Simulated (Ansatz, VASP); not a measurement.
## Ga in VASP and in Ansatz

INCAR

```
PREC = Accurate
ENCUT = 520
EDIFF = 1E-7
ISMEAR = -1
SIGMA = 0.1
LREAL = False
LASPH = True
NELM = 100
ALGO = Normal
ISIF = 2
LWAVE = False
LCHARG = False
NBANDS = 12
```

Contents of KPOINTS:

```
Automatic mesh
0
Gamma
  13 13 13
```

POSCAR

```
Ga
1.0
    2.7259102234      0.0000000000      0.0000000000
    0.0000000000      2.7259102234      0.0000000000
    0.0000000000      0.0000000000      2.7259102234
Ga
1
Direct
    0.0000000000      0.0000000000      0.0000000000
```

Input for Ansatz:

```yaml
crystal:
  lattice:
    - [2.7259102234, 0.0, 0.0]
    - [0.0, 2.7259102234, 0.0]
    - [0.0, 0.0, 2.7259102234]
  atoms:
    - { symbol: Ga, position: [0.0, 0.0, 0.0] }
hamiltonian:
  xc: lda
  pseudopotentials:
    kind: paw
    azcp:
      Ga: "pseudopotentials/Ga.paw.azcp"
basis:
  ecutwfc: 420
  fft_grid_basis: typed
kpoints:
  mp_grid: { grid: [13, 13, 13], shift: [0, 0, 0] }
magnetization:
  spin_polarized: false
scf:
  occupations: { method: fermi_dirac, width: 0.1 }
  lower_state_search: "off"
output:
  stress: true
```

Alike in both runs: task single point; functional LDA; k mesh 13 × 13 × 13; occupations fermi-dirac, width 0.1 eV; no spin polarisation.

|  | VASP | Ansatz |
| --- | --- | --- |
| version | VASP 6.6.1 | Ansatz 0.2.0 |
| potentials or method | VASP PAW LDA potentials, release 64 (Ga_d) | plane waves (420 eV) with PAW, scalar-relativistic |
| plane-wave cutoff (eV) | 520 | 420 |
| valence electrons in the cell | 13 | 13 |

Ansatz gave:

```
pressure (GPa) : -5.3
```

What did VASP give for the same quantities?

Pressure (GPa): -5.2.

Ansatz warned: «pseudo_functional_mismatch».
